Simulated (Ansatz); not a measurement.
# AlGaN2: straining the crystal, uniaxial strain along a

A series on AlGaN2: uniaxial strain along a, -6 to +6 %; the lengths of b and c and the atoms relax, the angles are held. Wanted: energy, stress and any gap along the series.

Program: Ansatz 0.2.0. Level of theory: DFT LDA, scalar-relativistic, plane waves, PAW. These are calculated values, not measurements.

2 further runs of the same task are left out: 2 set aside as unsound or not needed.

## 1. Starting point

It takes space group P-4m2 (No. 115, tetragonal). The conventional cell has a = 3.115 Å, b = 3.115 Å, c = 4.384 Å, α = 90.00°, β = 90.00°, γ = 90.00°. Al (site symmetry -4m2) is surrounded by 4 N at 1.88 Å. Around Ga (site symmetry -4m2) lie 4 N at 1.93 Å. N (site symmetry 2mm) is surrounded by 2 Al at 1.88 Å and 2 Ga at 1.93 Å.

Structure file:

```xyz
4
Lattice="3.1153 0.0000 0.0000 0.0000 3.1153 0.0000 0.0000 0.0000 4.3843" Properties=species:S:1:pos:R:3 pbc="T T T"
Al    1.5576    1.5576    2.1922
Ga    0.0000    0.0000    0.0000
N     1.5576    0.0000    3.2446
N     0.0000    1.5576    1.1397
```

It goes back to an entry of the Materials Project, which need not be the stable form.

It is the result of an earlier relaxation at this level (volume 10.64 Å³/atom; gap on the mesh: 3.05 eV).

The unstrained cell was computed beforehand with the same settings: E(σ→0) = -4971.8918 eV for 4 atoms, gap 3.05 eV over the zone.

## 2. At -2.0 %

Contents of input.yaml:

```yaml
crystal:
  lattice:
    - [3.0529807376, 0.0, 0.0]
    - [0.0, 3.1308628993, 0.0]
    - [0.0, 0.0, 4.4062518518]
  atoms:
    - { symbol: Al, position: [0.5, 0.5, 0.5] }
    - { symbol: Ga, position: [0.0, 0.0, 0.0] }
    - { symbol: "N", position: [0.5, 0.0, 0.7400513254] }
    - { symbol: "N", position: [0.0, 0.5, 0.2599486746] }
basis:
  ecutwfc: 420
kpoints:
  mp_grid: { grid: [8, 8, 6] }
hamiltonian:
  xc: lda
scf:
  occupations: { method: gaussian, width: 0.02 }
output:
  forces: true
  stress: true
  eigenvalues: true
relax:
  adjacent_minimum: "off"
  f_tol: 0.008
  max_steps: 40
  cell: { stress_tol: 0.015, fix: [a, angles] }
```

Started as:

```sh
$ ansatz run input.yaml --threads 1 --pin off --max-ram 2560MiB --backend cpu --events-out ev --progress --plain --runs-dir out
```

The session goes on with these runs: seeking the band edges at -2.0 %; the cell strained by +2.0 %; band edges over the zone at +2.0 %; strain -4.0 %; seeking the band edges at -4.0 %; At +4.0 %; seeking the band edges at +4.0 %; the cell strained by -6.0 %; the gap over the whole zone at -6.0 %; the cell strained by +6.0 %; band edges over the zone at +6.0 %.

Before running it: what results should come out? Wanted: (1/V) d²E/dε² at zero strain, cubic fit; strain of the free axis b per applied strain; gap shift, negative and positive side.

**Answer**, as computed:

| quantity | value |
| --- | --- |
| largest energy cost | 41.6 meV/atom at -6.0 % |
| (1/V) d²E/dε² at zero strain, cubic fit | 311 GPa |
| strain of the free axis b per applied strain | 0.11 |
| gap shift, negative and positive side | +22, -58 meV per % |

The curvature of the energy, 311 GPa, is Young's modulus along a, angles held. Compression by 6 % costs 41.6 meV/atom and stretching 32.7. The free axis b moves with the applied strain (factor 0.11). The gap runs from 2.72 eV at -6.0 % through 3.05 to 2.70 eV at +6.0 %, and changes between direct and indirect on the way.
